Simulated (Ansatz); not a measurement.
# GaAs: input, output and frames of a trajectory

Method: DFT PBEsol, scalar-relativistic, plane waves, PAW in Ansatz 0.2.0. The runs took a 420 eV cutoff, a shifted (0.5, 0.5, 0.5 steps) 2×2×2 mesh and Fermi–Dirac smearing (0.069 eV). The mesh is coarse. No spin polarisation.

16 atoms, starting at 1.02 times the perfect crystal's volume (space group F-43m, the cell as given, not relaxed at this level); Langevin thermostat at 800 K (friction 0.05 fs⁻¹), fixed cell; 32 steps of 3 fs. The run is short and not equilibrated.

The calculation finished and met its thresholds.

Command:
```bash
ansatz run input.yaml --threads 4 --pin off --max-ram 5120MiB --backend cpu --events-out ev --progress --plain --runs-dir out
```

Input:
```yaml
crystal:
  lattice:
    - [0.0, 5.691142813, -5.691142813]
    - [5.691142813, 5.691142813, 0.0]
    - [5.691142813, 0.0, -5.691142813]
  atoms:
    - { symbol: Ga, position: [0.5, 0.0, 0.5] }
    - { symbol: Ga, position: [0.5, 0.5, 0.5] }
    - { symbol: Ga, position: [0.0, 0.0, 0.5] }
    - { symbol: Ga, position: [0.0, 0.5, 0.5] }
    - { symbol: Ga, position: [0.5, 0.0, 0.0] }
    - { symbol: Ga, position: [0.5, 0.5, 0.0] }
    - { symbol: Ga, position: [0.0, 0.0, 0.0] }
    - { symbol: Ga, position: [0.0, 0.5, 0.0] }
    - { symbol: As, position: [0.125, 0.125, 0.125] }
    - { symbol: As, position: [0.125, 0.625, 0.125] }
    - { symbol: As, position: [0.625, 0.125, 0.125] }
    - { symbol: As, position: [0.625, 0.625, 0.125] }
    - { symbol: As, position: [0.125, 0.125, 0.625] }
    - { symbol: As, position: [0.125, 0.625, 0.625] }
    - { symbol: As, position: [0.625, 0.125, 0.625] }
    - { symbol: As, position: [0.625, 0.625, 0.625] }
basis:
  ecutwfc: 420
kpoints:
  mp_grid: { grid: [2, 2, 2], shift: [0.5, 0.5, 0.5] }
hamiltonian:
  xc: pbesol
scf:
  occupations: { method: fermi_dirac, width: 0.0689 }
  lower_state_search: "off"
  convergence: { dr2_threshold: 1.0e-07 }
output:
  forces: true
  stress: true
md:
  timestep: 3.0
  n_steps: 32
  ensemble: nvt_langevin
  temperature: 800.0
  initial_velocities: maxwell_boltzmann
  seed: 36805
  friction: 0.05
```

Output (its end):
```
...
SCF converged after 7 iterations
Free energy (F): -68453.342880 eV
Harris-Foulkes:  -68453.342880 eV  (|F-HF|=1.09e-8)
Internal energy: -68453.341856 eV  (E = F + TS)
E sigma→0 (E₀):  -68453.342368 eV
Entropy (-TS):   -0.001024 eV (-0.064 meV/atom)
Fermi energy:    8.219827 eV
--- Per-component energies (eV) ---
  E_band       = -2585.750082
  E_kinetic    = 1751.660757
  E_local      = -31640.939666  (includes V_loc(G=0)·N_el)
  E_nonlocal   = -1939.133182
  E_hartree    = 15891.137399
  E_xc         = -1176.103635
  E_vxc        = -1096.886774  (∫ρ·V_xc dr)
  E_paw        = -29940.752431  (= ΣΔE_a)
  E_vpaw       = -1442.725926  (= ΣTr[D̂ρ^β])
  E_aug_tail   = -0.000834  (compensation charges beyond the density's cutoff)
  E_ewald      = -21413.845516
  E_core_change = 14.635252  (= ΣΔE_core)
  E_smearing   = -0.001024  (= −TS)
  E_closure    = 0.000000  (closes the sum)
  Σ components = -68453.342880   (vs F -68453.342880, Δ=0.00e0)
--- Forces (eV/Å), atoms counted from 1 ---
  atom   1  Ga     0.97356828    -0.41660238    -0.72617412
  atom   2  Ga     0.21150048    -0.70783890    -1.37695709
  atom   3  Ga    -0.14318065     0.19592312    -0.99202218
  atom   4  Ga    -0.09459753    -0.58427223     0.85708189
  atom   5  Ga    -1.25607097     0.60022572    -0.80863463
  atom   6  Ga    -0.32147250    -0.35568737     1.56808680
  atom   7  Ga    -0.16868648    -1.57633090     0.50069047
  atom   8  Ga    -0.37548088     0.28606093     0.62425252
  atom   9  As     2.14590784    -1.19736429     1.26925843
  atom  10  As     0.51599676     0.61558273    -1.06849249
  atom  11  As    -0.11575939     1.16495650    -1.32061671
  atom  12  As    -0.56572989     0.86783144    -0.94179759
  atom  13  As    -0.48637622     0.41296102     0.64879062
  atom  14  As     0.66784719    -0.47340886    -0.05705511
  atom  15  As    -0.60669159     0.85664291     2.09839129
  atom  16  As    -0.38076251     0.31133925    -0.27480738
  max |Σ_I F_I| component: 1.87e-5 eV/Å
--- Stress (GPa, compression-positive) ---
       -0.244371      -0.682638       0.137930
       -0.682638      -0.488164       0.020126
        0.137930       0.020126      -0.427967
  P = ⅓ Tr σ = -0.3868 GPa (-3.868 kbar)
--- MD trajectory: 32 steps, t = 0.0 → 96.0 fs ---
  final state: T = 485.2 K   F+E_penalty+E_count = -68453.34288037 eV   E_kin = 1.003406 eV
```

Frames along the run (Å, eV/Å; dE is the potential energy from the first frame):

```xyz
16
Lattice="0.000 5.691 -5.691 5.691 5.691 0.000 5.691 0.000 -5.691" Properties=species:S:1:pos:R:3:forces:R:3 pbc="T T T" time_fs=0.00 dE_eV=0.0000 T_K=750
Ga    2.846    2.846   -5.691    0.005    0.005   -0.005
Ga    5.691    5.691   -5.691    0.005    0.005   -0.005
Ga    2.846    0.000   -2.846    0.005    0.005   -0.005
Ga    5.691    2.846   -2.846    0.005    0.005   -0.005
Ga    0.000    2.846   -2.846    0.005    0.005   -0.005
Ga    2.846    5.691   -2.846    0.005    0.005   -0.005
Ga    0.000    0.000    0.000    0.005    0.005   -0.005
Ga    2.846    2.846    0.000    0.005    0.005   -0.005
As    1.423    1.423   -1.423   -0.005   -0.005    0.005
As    4.268    4.268   -1.423   -0.005   -0.005    0.005
As    1.423    4.268   -4.268   -0.005   -0.005    0.005
As    4.268    7.114   -4.268   -0.005   -0.005    0.005
As    4.268    1.423   -4.268   -0.005   -0.005    0.005
As    7.114    4.268   -4.268   -0.005   -0.005    0.005
As    4.268    4.268   -7.114   -0.005   -0.005    0.005
As    7.114    7.114   -7.114   -0.005   -0.005    0.005
16
Lattice="0.000 5.691 -5.691 5.691 5.691 0.000 5.691 0.000 -5.691" Properties=species:S:1:pos:R:3:forces:R:3 pbc="T T T" time_fs=6.00 dE_eV=0.0704 T_K=714
Ga    2.851    2.864   -5.714   -0.073   -0.096    0.304
Ga    5.691    5.652   -5.721   -0.009    0.498    0.404
Ga    2.870   -0.020   -2.815   -0.284    0.128   -0.392
Ga    5.689    2.857   -2.843    0.008   -0.156    0.019
Ga    0.006    2.829   -2.842    0.059    0.180   -0.243
Ga    2.877    5.689   -2.832   -0.342    0.103   -0.144
Ga   -0.013    0.015   -0.021   -0.060   -0.072    0.252
Ga    2.833    2.841   -0.004   -0.118   -0.034   -0.021
As    1.409    1.389   -1.432    0.196    0.277    0.026
As    4.260    4.274   -1.409    0.057   -0.183   -0.079
As    1.411    4.301   -4.288    0.153   -0.215    0.191
As    4.246    7.133   -4.265    0.293   -0.288   -0.158
As    4.263    1.404   -4.255   -0.053    0.285   -0.110
As    7.109    4.267   -4.272    0.080    0.003    0.102
As    4.278    4.285   -7.125    0.068   -0.455    0.028
As    7.114    7.110   -7.098    0.026    0.024   -0.179
16
Lattice="0.000 5.691 -5.691 5.691 5.691 0.000 5.691 0.000 -5.691" Properties=species:S:1:pos:R:3:forces:R:3 pbc="T T T" time_fs=15.00 dE_eV=0.3543 T_K=486
Ga    2.854    2.901   -5.736   -0.193   -0.424    0.478
Ga    5.678    5.604   -5.753    0.309    1.191    0.899
Ga    2.879   -0.015   -2.756   -0.149   -0.072   -1.155
Ga    5.716    2.876   -2.827   -0.248   -0.333   -0.147
Ga    0.019    2.798   -2.856    0.204    0.587   -0.278
Ga    2.919    5.678   -2.831   -0.824    0.297   -0.325
Ga   -0.044    0.048   -0.049    0.056   -0.234    0.437
Ga    2.814    2.830   -0.007   -0.048    0.027   -0.018
As    1.426    1.354   -1.450   -0.090    0.700    0.248
As    4.241    4.293   -1.398    0.247   -0.574   -0.112
As    1.409    4.332   -4.332    0.125   -0.276    0.501
As    4.238    7.158   -4.254    0.381   -0.601   -0.426
As    4.254    1.392   -4.269   -0.096    0.658    0.188
As    7.105    4.268   -4.295    0.196    0.093    0.401
As    4.295    4.303   -7.108   -0.030   -1.045   -0.480
As    7.110    7.104   -7.094    0.160    0.005   -0.211
16
Lattice="0.000 5.691 -5.691 5.691 5.691 0.000 5.691 0.000 -5.691" Properties=species:S:1:pos:R:3:forces:R:3 pbc="T T T" time_fs=21.00 dE_eV=0.5399 T_K=611
Ga    2.864    2.912   -5.749   -0.451   -0.528    0.642
Ga    5.680    5.580   -5.757    0.351    1.313    0.936
Ga    2.875    0.008   -2.740    0.094   -0.379   -1.329
Ga    5.737    2.887   -2.814   -0.472   -0.408   -0.193
Ga    0.014    2.773   -2.873    0.403    0.787   -0.113
Ga    2.949    5.686   -2.832   -1.205    0.283   -0.313
Ga   -0.059    0.071   -0.038    0.231   -0.461    0.251
Ga    2.809    2.818    0.012    0.086    0.149   -0.186
As    1.447    1.350   -1.439   -0.442    0.847    0.261
As    4.230    4.310   -1.400    0.441   -0.828    0.083
As    1.414    4.348   -4.338    0.100   -0.368    0.543
As    4.237    7.146   -4.254    0.474   -0.570   -0.565
As    4.248    1.391   -4.292   -0.141    0.876    0.562
As    7.103    4.256   -4.307    0.288    0.232    0.622
As    4.294    4.292   -7.092   -0.035   -0.964   -0.930
As    7.103    7.097   -7.083    0.278    0.019   -0.272
16
Lattice="0.000 5.691 -5.691 5.691 5.691 0.000 5.691 0.000 -5.691" Properties=species:S:1:pos:R:3:forces:R:3 pbc="T T T" time_fs=30.00 dE_eV=0.7607 T_K=756
Ga    2.867    2.912   -5.777   -0.703   -0.442    0.834
Ga    5.700    5.571   -5.748    0.056    1.046    0.760
Ga    2.876    0.056   -2.733    0.336   -0.798   -1.345
Ga    5.757    2.924   -2.807   -0.754   -0.713    0.064
Ga    0.022    2.747   -2.878    0.414    0.980   -0.119
Ga    2.974    5.708   -2.848   -1.419   -0.254    0.269
Ga   -0.071    0.125   -0.008    0.526   -0.983    0.028
Ga    2.781    2.802    0.050    0.527    0.187   -0.374
As    1.461    1.368   -1.418   -0.662    0.736    0.209
As    4.230    4.323   -1.367    0.417   -0.802    0.034
As    1.441    4.363   -4.321   -0.128   -0.411    0.335
As    4.227    7.110   -4.236    0.833   -0.108   -0.942
As    4.226    1.411   -4.329   -0.148    1.101    1.118
As    7.101    4.228   -4.309    0.370    0.714    0.801
As    4.292    4.264   -7.091    0.140   -0.454   -1.125
As    7.108    7.080   -7.066    0.194    0.202   -0.547
16
Lattice="0.000 5.691 -5.691 5.691 5.691 0.000 5.691 0.000 -5.691" Properties=species:S:1:pos:R:3:forces:R:3 pbc="T T T" time_fs=36.00 dE_eV=0.9417 T_K=846
Ga    2.855    2.915   -5.772   -0.655   -0.333    0.668
Ga    5.705    5.589   -5.737   -0.009    0.744    0.741
Ga    2.876    0.099   -2.734    0.659   -1.262   -1.267
Ga    5.767    2.958   -2.794   -0.775   -0.895    0.108
Ga    0.041    2.723   -2.883    0.371    1.164   -0.028
Ga    2.966    5.705   -2.848   -1.184   -0.436    0.582
Ga   -0.080    0.173    0.013    0.812   -1.491   -0.217
Ga    2.771    2.798    0.079    0.834    0.068   -0.521
As    1.480    1.382   -1.401   -0.840    0.663    0.231
As    4.230    4.311   -1.333    0.428   -0.514   -0.094
As    1.462    4.370   -4.292   -0.412   -0.423    0.057
As    4.228    7.099   -4.223    0.873   -0.065   -0.991
As    4.216    1.420   -4.352   -0.270    1.396    1.530
As    7.125    4.215   -4.314    0.067    1.124    1.008
As    4.317    4.247   -7.085   -0.061   -0.227   -1.203
As    7.110    7.060   -7.064    0.162    0.488   -0.604
16
Lattice="0.000 5.691 -5.691 5.691 5.691 0.000 5.691 0.000 -5.691" Properties=species:S:1:pos:R:3:forces:R:3 pbc="T T T" time_fs=45.00 dE_eV=1.0830 T_K=645
Ga    2.810    2.907   -5.744   -0.208   -0.032    0.296
Ga    5.716    5.608   -5.718   -0.313    0.192    0.446
Ga    2.886    0.146   -2.715    0.921   -1.695   -1.354
Ga    5.765    2.973   -2.780   -0.664   -0.955    0.049
Ga    0.060    2.693   -2.883    0.343    1.346   -0.039
Ga    2.957    5.690   -2.838   -0.808   -0.427    0.899
Ga   -0.084    0.209    0.015    0.888   -1.817   -0.222
Ga    2.756    2.798    0.111    1.152   -0.143   -0.590
As    1.497    1.399   -1.385   -0.987    0.600    0.332
As    4.229    4.277   -1.299    0.447   -0.144   -0.163
As    1.491    4.383   -4.246   -0.866   -0.527   -0.330
As    4.230    7.086   -4.199    0.824   -0.101   -1.116
As    4.211    1.436   -4.351   -0.314    1.476    1.607
As    7.154    4.207   -4.302   -0.339    1.524    1.231
As    4.328    4.210   -7.128   -0.150    0.093   -0.470
As    7.113    7.047   -7.064    0.073    0.609   -0.577
16
Lattice="0.000 5.691 -5.691 5.691 5.691 0.000 5.691 0.000 -5.691" Properties=species:S:1:pos:R:3:forces:R:3 pbc="T T T" time_fs=51.00 dE_eV=1.0801 T_K=574
Ga    2.787    2.922   -5.724    0.068   -0.102    0.147
Ga    5.724    5.623   -5.706   -0.418   -0.143    0.162
Ga    2.903    0.158   -2.695    0.914   -1.700   -1.434
Ga    5.761    2.990   -2.790   -0.651   -1.124    0.162
Ga    0.060    2.680   -2.886    0.306    1.318   -0.138
Ga    2.952    5.675   -2.822   -0.676   -0.270    0.881
Ga   -0.071    0.208   -0.002    0.575   -1.780    0.087
Ga    2.757    2.789    0.133    1.098   -0.201   -0.755
As    1.477    1.399   -1.388   -0.641    0.645    0.373
As    4.228    4.268   -1.295    0.453   -0.150   -0.088
As    1.490    4.375   -4.219   -0.964   -0.450   -0.475
As    4.231    7.075   -4.196    0.747   -0.230   -1.066
As    4.220    1.447   -4.344   -0.262    1.358    1.415
As    7.167    4.201   -4.287   -0.382    1.756    1.123
As    4.326    4.176   -7.174   -0.098    0.441    0.158
As    7.125    7.053   -7.063   -0.069    0.630   -0.552
16
Lattice="0.000 5.691 -5.691 5.691 5.691 0.000 5.691 0.000 -5.691" Properties=species:S:1:pos:R:3:forces:R:3 pbc="T T T" time_fs=60.00 dE_eV=1.0062 T_K=1028
Ga    2.746    2.933   -5.691    0.463   -0.243   -0.143
Ga    5.736    5.644   -5.686   -0.377   -0.483   -0.333
Ga    2.931    0.114   -2.657    0.526   -1.045   -1.465
Ga    5.757    2.992   -2.828   -0.582   -1.016    0.324
Ga    0.092    2.665   -2.872   -0.067    1.265   -0.516
Ga    2.970    5.673   -2.802   -0.768   -0.394    0.818
Ga   -0.052    0.209   -0.014    0.031   -1.778    0.557
Ga    2.767    2.731    0.155    0.924    0.355   -0.589
As    1.441    1.412   -1.371    0.267    0.198    0.092
As    4.237    4.271   -1.291    0.480   -0.400    0.027
As    1.478    4.352   -4.183   -0.878   -0.101   -0.501
As    4.261    7.030   -4.197    0.725    0.032   -0.925
As    4.234    1.471   -4.320   -0.279    1.019    1.165
As    7.193    4.234   -4.275   -0.177    1.340    0.864
As    4.322    4.134   -7.231   -0.001    0.558    1.031
As    7.145    7.054   -7.081   -0.285    0.693   -0.407
16
Lattice="0.000 5.691 -5.691 5.691 5.691 0.000 5.691 0.000 -5.691" Properties=species:S:1:pos:R:3:forces:R:3 pbc="T T T" time_fs=66.00 dE_eV=1.0927 T_K=1284
Ga    2.718    2.936   -5.661    0.841   -0.422   -0.405
Ga    5.739    5.650   -5.664   -0.276   -0.536   -0.658
Ga    2.947    0.065   -2.620    0.259   -0.538   -1.590
Ga    5.746    2.967   -2.847   -0.399   -0.699    0.374
Ga    0.125    2.675   -2.870   -0.274    1.077   -0.652
Ga    2.985    5.659   -2.779   -0.958   -0.425    0.703
Ga   -0.020    0.236   -0.025   -0.598   -2.042    0.947
Ga    2.774    2.702    0.156    0.975    0.650   -0.199
As    1.424    1.421   -1.357    0.975    0.096   -0.295
As    4.246    4.270   -1.288    0.574   -0.509    0.181
As    1.465    4.327   -4.180   -0.703    0.413   -0.329
As    4.300    6.994   -4.166    0.412    0.338   -1.065
As    4.253    1.485   -4.294   -0.433    0.702    0.963
As    7.197    4.264   -4.267    0.012    0.819    0.797
As    4.330    4.101   -7.259   -0.019    0.574    1.565
As    7.155    7.068   -7.083   -0.387    0.501   -0.338
16
Lattice="0.000 5.691 -5.691 5.691 5.691 0.000 5.691 0.000 -5.691" Properties=species:S:1:pos:R:3:forces:R:3 pbc="T T T" time_fs=75.00 dE_eV=1.3142 T_K=713
Ga    2.694    2.952   -5.635    1.332   -0.817   -0.713
Ga    5.761    5.662   -5.625   -0.286   -0.421   -1.097
Ga    2.962    0.014   -2.586    0.083   -0.129   -1.586
Ga    5.750    2.945   -2.873   -0.210   -0.480    0.444
Ga    0.164    2.697   -2.870   -0.589    0.805   -0.819
Ga    2.987    5.627   -2.757   -0.884   -0.375    0.642
Ga    0.015    0.250   -0.024   -0.884   -2.034    1.041
Ga    2.822    2.698    0.149    0.782    0.737    0.120
As    1.408    1.461   -1.368    1.721   -0.358   -0.034
As    4.280    4.251   -1.275    0.583   -0.410    0.110
As    1.445    4.287   -4.171   -0.450    1.132   -0.282
As    4.354    6.967   -4.116   -0.090    0.455   -1.204
As    4.274    1.481   -4.267   -0.642    0.537    0.736
As    7.200    4.306   -4.268    0.413    0.121    0.876
As    4.376    4.062   -7.270   -0.383    0.864    2.012
As    7.175    7.079   -7.088   -0.496    0.373   -0.246
16
Lattice="0.000 5.691 -5.691 5.691 5.691 0.000 5.691 0.000 -5.691" Properties=species:S:1:pos:R:3:forces:R:3 pbc="T T T" time_fs=81.00 dE_eV=1.3675 T_K=573
Ga    2.698    2.957   -5.633    1.363   -0.909   -0.794
Ga    5.767    5.659   -5.607   -0.198   -0.336   -1.296
Ga    2.966   -0.011   -2.593    0.029    0.074   -1.439
Ga    5.751    2.949   -2.888   -0.092   -0.493    0.536
Ga    0.186    2.717   -2.868   -0.796    0.721   -0.980
Ga    2.978    5.617   -2.772   -0.587   -0.414    0.916
Ga    0.020    0.243   -0.002   -0.674   -1.752    0.729
Ga    2.862    2.695    0.144    0.533    0.680    0.160
As    1.401    1.485   -1.397    1.958   -0.878    0.656
As    4.305    4.226   -1.260    0.416   -0.097   -0.128
As    1.444    4.279   -4.162   -0.328    1.295   -0.502
As    4.391    6.960   -4.095   -0.356    0.471   -1.222
As    4.272    1.485   -4.255   -0.630    0.465    0.641
As    7.213    4.328   -4.260    0.542   -0.244    0.766
As    4.405    4.053   -7.274   -0.622    1.038    2.169
As    7.185    7.076   -7.093   -0.556    0.378   -0.213
16
Lattice="0.000 5.691 -5.691 5.691 5.691 0.000 5.691 0.000 -5.691" Properties=species:S:1:pos:R:3:forces:R:3 pbc="T T T" time_fs=90.00 dE_eV=1.4484 T_K=598
Ga    2.726    2.934   -5.652    1.010   -0.524   -0.595
Ga    5.770    5.658   -5.607    0.016   -0.353   -1.394
Ga    2.984   -0.023   -2.609   -0.080    0.213   -1.208
Ga    5.758    2.953   -2.911   -0.069   -0.559    0.760
Ga    0.221    2.718   -2.875   -1.099    0.681   -1.047
Ga    2.987    5.597   -2.798   -0.416   -0.478    1.294
Ga    0.006    0.255   -0.003   -0.431   -1.627    0.660
Ga    2.920    2.704    0.130    0.064    0.529    0.438
As    1.409    1.501   -1.413    2.220   -1.225    1.164
As    4.339    4.189   -1.218    0.346    0.338   -0.670
As    1.439    4.278   -4.140    0.004    1.209   -1.126
As    4.426    6.942   -4.087   -0.498    0.628   -1.180
As    4.262    1.498   -4.253   -0.500    0.353    0.583
As    7.218    4.352   -4.228    0.719   -0.488    0.333
As    4.440    4.057   -7.285   -0.728    1.008    2.198
As    7.199    7.071   -7.113   -0.556    0.296   -0.211
16
Lattice="0.000 5.691 -5.691 5.691 5.691 0.000 5.691 0.000 -5.691" Properties=species:S:1:pos:R:3:forces:R:3 pbc="T T T" time_fs=96.00 dE_eV=1.4812 T_K=485
Ga    2.724    2.914   -5.650    0.974   -0.417   -0.726
Ga    5.770    5.684   -5.612    0.212   -0.708   -1.377
Ga    3.001   -0.009   -2.625   -0.143    0.196   -0.992
Ga    5.751    2.959   -2.913   -0.095   -0.584    0.857
Ga    0.241    2.724   -2.885   -1.256    0.600   -0.809
Ga    2.988    5.575   -2.826   -0.321   -0.356    1.568
Ga   -0.011    0.260   -0.005   -0.169   -1.576    0.501
Ga    2.959    2.722    0.141   -0.375    0.286    0.624
As    1.424    1.509   -1.409    2.146   -1.197    1.269
As    4.332    4.174   -1.184    0.516    0.616   -1.068
As    1.452    4.275   -4.142   -0.116    1.165   -1.321
As    4.441    6.926   -4.092   -0.566    0.868   -0.942
As    4.261    1.501   -4.260   -0.486    0.413    0.649
As    7.218    4.368   -4.190    0.668   -0.473   -0.057
As    4.439    4.068   -7.282   -0.607    0.857    2.098
As    7.186    7.064   -7.125   -0.381    0.311   -0.275
```